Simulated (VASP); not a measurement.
# SnS2 (Berndtite-2T): relaxation of cell and atoms with r2SCAN

SnS2 (Berndtite-2T):

```
CELL_PARAMETERS angstrom
3.65575 0.00000 0.00000
-1.82787 3.16597 0.00000
0.00000 0.00000 5.94086
ATOMIC_POSITIONS crystal
Sn 0.00000 0.00000 0.00000
S 0.33333 0.66667 0.24604
S 0.66667 0.33333 0.75396
```

```
Program                : VASP 6.6.1
Task                   : relaxation of cell and atoms
Functional             : r2SCAN
Potentials or basis    : VASP PAW PBE potentials, release 64 (Sn_d, S)
Cutoff                 : 600 eV
k mesh                 : 9 × 9 × 5
Occupations            : gaussian, width 0.03 eV
Spin                   : no spin polarisation
Target pressure        : 1.2 GPa
Further INCAR settings : ALGO = Normal; EDIFF = 1e-07; IBRION = 2; EDIFFG = -0.005; NSW = 90; ISIF = 3
Target pressure        : 1.2 GPa
```

The relaxed volume is 22.94 Å³/atom, the relaxed cell is a = 3.657 Å, b = 3.657 Å, c = 5.942 Å, α = 90.00°, β = 90.00°, γ = 120.00° and the space group after relaxing (to 0.05 Å) is P-3m1 (No. 164). The energy change on relaxing (the enthalpy is what falls) is -0.1 meV/atom. The ionic steps are 3 and the pressure after relaxing is 1.2 GPa. The band gap on the k mesh is 1.81 eV, indirect (least direct gap 2.25 eV).

Forces on the atoms (eV/Å):
```
Sn   0.000  0.000  0.000
S    0.000  0.000 -0.002
S    0.000  0.000  0.002
```

The path:
| step | energy change (eV) | largest force (eV/Å) | pressure (GPa) | volume (Å³) |
| --- | --- | --- | --- | --- |
| 1 | 0.0000 | 0.0060 | 1.27 | 68.76 |
| 2 | -0.0007 | 0.0108 | 1.13 | 68.86 |
| 3 | -0.0004 | 0.0021 | 1.20 | 68.81 |

Final structure:
```xyz
3
Lattice="3.6567 0.0000 0.0000 -1.8283 3.1668 0.0000 0.0000 0.0000 5.9420" Properties=species:S:1:pos:R:3 pbc="T T T"
Sn    0.0000    0.0000    0.0000
S     0.0000    2.1112    1.4621
S     1.8283    1.0556    4.4799
```

Levels at points of the mesh, in eV from the valence-band top:
```
           k point  band 11  band 12  band 13  band 14  band 15  band 16
(0.00, 0.00, 0.00)    -0.36    -0.36     0.00     2.44     4.18     5.89
```

Wall time 6 min on 1 thread of Intel(R) Xeon(R) 6975P-C (Granite Rapids) (shared host), peak memory 0.25 GiB.

Caveat: the cell is relaxed towards a set pressure, so the enthalpy falls and the energy may rise; the PAW data sets were made with another functional, which shifts forces and pressure a little; spin-orbit coupling is left out, which moves the levels of the heavy elements; an odd mesh through Γ misses points on the zone boundary, where band edges often lie.
